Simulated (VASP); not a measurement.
# GaN (Fm-3m) in VASP: a series of runs, part 2 of 4

VASP 6.6.1. Earlier steps stand in the parts before.

## Step 3: G0W0 quasiparticle levels, PBE

POSCAR reads:

```
GaN
1.0
    0.0000000000      2.1352350000      2.1352350000
    2.1352350000      0.0000000000      2.1352350000
    2.1352350000      2.1352350000      0.0000000000
Ga N
1 1
Direct
    0.0000000000      0.0000000000      0.0000000000
    0.5000000000      0.5000000000      0.5000000000
```

INCAR.step1 reads:

```
SYSTEM = GaN
ALGO = Fast
EDIFF = 1E-8
ENCUT = 450
GGA = PE
ISMEAR = 0
LASPH = .True.
LCHARG = .False.
LREAL = .False.
LWAVE = .True.
NELM = 60
PREC = Accurate
SIGMA = 0.01
```

INCAR.step2 reads:

```
SYSTEM = GaN
ALGO = Exact
EDIFF = 1E-8
ENCUT = 450
GGA = PE
ISMEAR = 0
ISTART = 1
LASPH = .True.
LCHARG = .False.
LOPTICS = .True.
LREAL = .False.
LWAVE = .True.
NBANDS = 86
NELM = 1
PREC = Accurate
SIGMA = 0.01
```

INCAR.step3 reads:

```
SYSTEM = GaN
ALGO = EVGW0
EDIFF = 1E-8
ENCUT = 450
ENCUTGW = 200
GGA = PE
ISMEAR = 0
ISTART = 1
LASPH = .True.
LCHARG = .False.
LREAL = .False.
LWAVE = .False.
NBANDS = 86
NBANDSGW = 17
NELMGW = 1
NOMEGA = 48
PREC = Accurate
PRECFOCK = Fast
SIGMA = 0.01
```

KPOINTS reads:

```
k-points
0
Gamma
  5 5 5
  0 0 0
```

Potentials or basis: VASP PAW PBE potentials, release 64 (Ga_d_GW, N_GW).

Started as:

```console
cat potpaw_PBE.64/Ga_d_GW/POTCAR potpaw_PBE.64/N_GW/POTCAR > POTCAR
cp INCAR.step1 INCAR
mpirun -np 1 vasp_std > vasp.out
cp INCAR.step2 INCAR
mpirun -np 1 vasp_std > vasp.out
cp INCAR.step3 INCAR
mpirun -np 1 vasp_std > vasp.out
```

OUTCAR:

```text
SYSTEM = GaN
   EDIFF = 1E-8
   ENCUT = 450
   ENCUTGW = 200
   GGA = PE
   ISMEAR = 0
   ISTART = 1
   LASPH = .True.
   LREAL = .False.
   NELMGW = 1
   PREC = Accurate
   PRECFOCK = Fast

 Found     10 irreducible k-points:

 Following reciprocal coordinates:
            Coordinates               Weight
  0.000000  0.000000  0.000000      1.000000
  0.200000  0.000000  0.000000      8.000000
  0.400000  0.000000  0.000000      8.000000
  0.200000  0.200000  0.000000      6.000000
  0.400000  0.200000  0.000000     24.000000
 -0.400000  0.200000  0.000000     24.000000
   k-points           NKPTS =     10   k-points in BZ     NKDIM =    125   number of bands    NBANDS=     86
   number of dos      NEDOS =    301   number of ions     NIONS =      2
   total plane-waves  NPLWV =  13824
   dimension x,y,z NGX =    24 NGY =   24 NGZ =   24
   dimension x,y,z NGXF=    48 NGYF=   48 NGZF=   48
   ions per type =               1   1
   NGX,Y,Z   is equivalent  to a cutoff of  13.21, 13.21, 13.21 a.u.
   NGXF,Y,Z  is equivalent  to a cutoff of  26.43, 26.43, 26.43 a.u.
 SYSTEM =  GaN
   PREC   = accura    normal or accurate (medium, high low for compatibility)
   ISTART =      1    job   : 0-new  1-cont  2-samecut
   ICHARG =      0    charge: 1-file 2-atom 10-const
   ISPIN  =      1    spin polarized calculation?
   LNONCOLLINEAR =      F non collinear calculations
   LSORBIT =      F    spin-orbit coupling
   LASPH  =      T    aspherical Exc in radial PAW
   ENCUT  =  450.0 eV  33.07 Ry    5.75 a.u.   5.22  5.22  5.22*2*pi/ulx,y,z
   NELM   =     60;   NELMIN=  2; NELMDL=  0     # of ELM steps
   EDIFF  = 0.1E-07   stopping-criterion for ELM
   LREAL  =      F    real-space projection
   EDIFFG = 0.1E-06   stopping-criterion for IOM
   NSW    =      0    number of steps for IOM
   IBRION =     -1    ionic relax: 0-MD 1-quasi-New 2-CG
   NFREE  =      0    steps in history (QN), initial steepest desc. (CG)
   ISIF   =      0    stress and relaxation
   ISYM   =      3    0-nonsym 1-usesym 2-fastsym
   POTIM  = 0.5000    time-step for ionic-motion
   TEBEG  =    0.0;   TEEND  =   0.0 temperature during run
   PSTRESS=    0.0 pullay stress
   NELECT =      18.0000    total number of electrons
   NUPDOWN=      -1.0000    fix difference up-down
   EMIN   =  10.00;   EMAX   =-10.00  energy-range for DOS
   EFERMI =   0.00;   METHOD = LEGACY
   ISMEAR =     0;   SIGMA  =   0.01  broadening in eV -4-tet -1-fermi 0-gaus
   EFERMI_NEDOS =   21; number of points for ismear=-14 and -15
   IALGO  =     38    algorithm
   IMIX   =      4    mixing-type and parameters
     AMIX     =   0.40;   BMIX     =  1.00
     AMIX_MAG =   1.60;   BMIX_MAG =  1.00
  volume/ion in A,a.u.               =       9.74        65.70
  Fermi-wavevector in a.u.,A,eV,Ry     =   1.594814  3.013761 34.605481  2.543431
  Thomas-Fermi vector in A             =   2.692830
   LORBIT       =      0    0 simple, 1 ext, 2 COOP (PROOUT), +10 PAW based schemes
   GGA     = PE    functional components
   LHFCALC =     T    Hartree Fock is set to
   PRECFOCK=fast      Normal, Fast or Accurate (Low or Medium for compatibility)
   ENCUT4O =  -1.0   cutoff for four orbital integrals eV
   NKREDX  =     1    reduce k-point grid by
   NKREDY  =     1    reduce k-point grid by
   NKREDZ  =     1    reduce k-point grid by
   AEXX    =    1.0000 exact exchange contribution
   HFSCREEN=    0.0000 screening length (either q_TF or 0.3 A-1)
   HFSCREENC=   0.0000 screening length for correlation (either q_TF or 0.3 A-1)
   ENCUTFOCK=  -1.0 apply spherical cutoff to Coloumb kernel
   IVDW    =     0    specifies the selected vdW correction
   LEPSILON=     F    determine dielectric tensor
   LRPA    =     F    only Hartree local field effects (RPA)
   LRPAFORCE           =     F    calculate RPA forces
   ENCUTGW             = 200.0    cutoff for response function in eV
   ENCUTGWSOFT         = 160.0    soft cutoff for Coulomb kernel in GW response function in eV
   ENCUTLF             =  -1.0    cutoff for local field effects
   NELMGW              =     1    number of iterations in solving QP/BSE equation
   NELMHF              =     1    number of iterations in the inner HF iteration
   NKREDLFX            =     1    NKREDLFY  =   1   NKREDLFZ  =   1
 non-spin polarized calculation
 Gauss-broadening in eV      SIGMA  =   0.01
  energy-cutoff  :      450.00
  volume of cell :       19.47
 maximum number of plane-waves:       432
 NGX is ok and might be reduce to    24
  NGX = 14; NGY = 14; NGZ = 14
   NGX = 11   NGY = 11   NGZ = 11
 maximum number of plane-waves:       137

 QP shifts <psi_nk| G(iteration)W_0 |psi_nk>: iteration 1
 for sc-GW calculations column KS-energies equals QP-energies in previous step
 and V_xc(KS)=  KS-energies - (<T + V_ion + V_H > + <T+V_H+V_ion>^1  + <V_x>^1)

 k-point   1 :       0.0000    0.0000    0.0000
  band No.  KS-energies  QP-energies   sigma(KS)   V_xc(KS)     V^pw_x(r,r')   Z            occupation Imag(sigma)

      1      -9.6702     -10.5517     -15.7711     -14.4807     -24.2658       0.6832       2.0000       1.4305
      2      -6.7790      -9.3780     -25.2526     -21.6621     -35.0194       0.7238       2.0000       0.2525
      3      -6.7790      -9.3780     -25.2526     -21.6621     -35.0194       0.7238       2.0000       0.2525
      4      -6.7790      -9.3780     -25.2526     -21.6621     -35.0194       0.7238       2.0000       0.2525
      5      -6.6909      -9.3259     -25.4869     -21.8494     -35.4605       0.7244       2.0000       0.2989
      6      -6.6909      -9.3259     -25.4869     -21.8494     -35.4605       0.7244       2.0000       0.2989
[... 9 lines left out ...]
     16      22.6815      23.2743     -11.8369     -12.6184      -4.4839       0.7585       0.0000      -0.5819
     17      23.2784      23.3893      -8.9568      -9.0980      -2.4772       0.7850       0.0000      -0.3503

 k-point   2 :       0.2000    0.0000    0.0000
  band No.  KS-energies  QP-energies   sigma(KS)   V_xc(KS)     V^pw_x(r,r')   Z            occupation Imag(sigma)

      1      -8.9371      -9.8110     -16.0121     -14.7322     -24.3477       0.6828       2.0000       1.3382
      2      -6.8010      -9.3839     -25.1490     -21.5788     -34.8965       0.7235       2.0000       0.2612
      3      -6.7888      -9.3879     -25.2764     -21.6814     -35.1463       0.7230       2.0000       0.2852
      4      -6.7888      -9.3879     -25.2764     -21.6814     -35.1463       0.7230       2.0000       0.2852
      5      -6.6881      -9.3082     -25.4237     -21.8084     -35.3005       0.7248       2.0000       0.2746
      6      -6.6881      -9.3082     -25.4237     -21.8084     -35.3005       0.7248       2.0000       0.2746
[... 9 lines left out ...]
     16      23.9589      24.4073     -11.5900     -12.1552      -5.4743       0.7933       0.0000      -0.4124
     17      29.8646      30.2276     -10.2912     -10.7427      -3.3136       0.8039       0.0000      -0.8452

 k-point   3 :       0.4000    0.0000    0.0000
  band No.  KS-energies  QP-energies   sigma(KS)   V_xc(KS)     V^pw_x(r,r')   Z            occupation Imag(sigma)

      1      -7.2504      -8.4868     -18.5208     -16.7441     -26.8990       0.6959       2.0000       0.9675
      2      -6.8959      -9.4630     -25.1160     -21.5529     -35.0222       0.7205       2.0000       0.3153
      3      -6.8959      -9.4630     -25.1160     -21.5529     -35.0222       0.7205       2.0000       0.3153
      4      -6.8017      -8.9539     -23.1974     -20.1966     -32.5187       0.7172       2.0000       0.4813
      5      -6.5893      -9.2145     -25.5315     -21.9119     -35.3854       0.7253       2.0000       0.2606
      6      -6.5893      -9.2145     -25.5315     -21.9119     -35.3854       0.7253       2.0000       0.2606
[... 9 lines left out ...]
     16      27.9583      28.4470     -11.9328     -12.5585      -5.0020       0.7810       0.0000      -0.7519
     17      32.3018      32.8997     -11.0776     -11.8180      -3.5360       0.8075       0.0000      -1.2504

 k-point   4 :       0.2000    0.2000    0.0000
  band No.  KS-energies  QP-energies   sigma(KS)   V_xc(KS)     V^pw_x(r,r')   Z            occupation Imag(sigma)

      1      -8.8064      -9.7607     -16.5897     -15.1865     -25.0248       0.6801       2.0000       1.2622
      2      -6.8350      -9.4212     -25.1518     -21.5725     -34.9001       0.7225       2.0000       0.2545
      3      -6.7145      -9.2006     -24.6768     -21.2341     -34.4628       0.7221       2.0000       0.3695
      4      -6.7033      -9.3087     -25.3357     -21.7409     -35.1171       0.7247       2.0000       0.2536
      5      -6.7033      -9.3087     -25.3357     -21.7409     -35.1171       0.7247       2.0000       0.2536
      6      -6.6560      -9.2969     -25.5300     -21.8888     -35.5140       0.7253       2.0000       0.2983
[... 9 lines left out ...]
     16      28.0950      28.6601     -11.6170     -12.3287      -4.5827       0.7940       0.0000      -0.8440
     17      29.1653      29.8271     -12.3970     -13.2188      -6.0058       0.8053       0.0000      -0.7210

 k-point   5 :       0.4000    0.2000    0.0000
  band No.  KS-energies  QP-energies   sigma(KS)   V_xc(KS)     V^pw_x(r,r')   Z            occupation Imag(sigma)

      1      -8.0044      -9.5154     -20.0224     -17.8306     -29.0487       0.6894       2.0000       0.8621
      2      -6.8612      -9.4314     -25.0235     -21.4669     -34.7483       0.7227       2.0000       0.2651
      3      -6.7537      -9.3566     -25.3211     -21.7228     -35.2322       0.7234       2.0000       0.2976
      4      -6.7060      -9.2691     -25.0894     -21.5495     -34.8206       0.7240       2.0000       0.2789
      5      -6.5713      -9.2030     -25.5608     -21.9365     -35.4319       0.7261       2.0000       0.2636
      6      -6.0072      -7.9291     -22.1114     -19.4522     -31.0707       0.7227       2.0000       0.6068
[... 9 lines left out ...]
     16      30.0353      30.6000     -12.2371     -12.9532      -5.1110       0.7885       0.0000      -0.9513
     17      33.8646      34.5717     -11.0109     -11.8738      -3.6606       0.8194       0.0000      -1.2720

 k-point   6 :      -0.4000    0.2000    0.0000
  band No.  KS-energies  QP-energies   sigma(KS)   V_xc(KS)     V^pw_x(r,r')   Z            occupation Imag(sigma)

      1      -7.6426      -9.5001     -21.9280     -19.2671     -31.3172       0.6981       2.0000       0.6660
      2      -6.8632      -9.3983     -24.8106     -21.2998     -34.4870       0.7221       2.0000       0.2876
      3      -6.8398      -9.4168     -25.1968     -21.6240     -35.1380       0.7213       2.0000       0.3209
      4      -6.7168      -9.2886     -25.1482     -21.5950     -34.8868       0.7238       2.0000       0.2698
      5      -6.5836      -9.2070     -25.5244     -21.9095     -35.3582       0.7257       2.0000       0.2552
      6      -5.3546      -6.9420     -21.1182     -18.9200     -29.6859       0.7222       2.0000       0.7245
[... 9 lines left out ...]
     16      27.9082      28.3675     -11.3547     -11.9380      -4.6174       0.7874       0.0000      -0.6697
     17      33.6103      34.3620     -11.2017     -12.1260      -3.8590       0.8132       0.0000      -1.1578

 [... further k-points ...]
```

It took 88 s on 1 thread of Intel Xeon 6975P-C (Granite Rapids), shared host; peak memory 0.26 GiB.

These settings aren't checked as converged: the numbers below hold their error.

Results:

```yaml
Band_gap_on_the_k_mesh_mean-field_level: 1.13 eV, indirect (least direct gap 2.35 eV)
Quasiparticle_gap: 2.00 eV
Least_direct_quasiparticle_gap: 3.31 eV
```

Caveat: the k mesh is coarse (spacing up to 0.51 Å⁻¹), so the values aren't converged; bands, screening cutoff and mesh are small and nothing is extrapolated, so the quasiparticle values aren't converged; an odd mesh through Γ misses points on the zone boundary, where band edges often lie.

(Continued in part 3 of 4.)
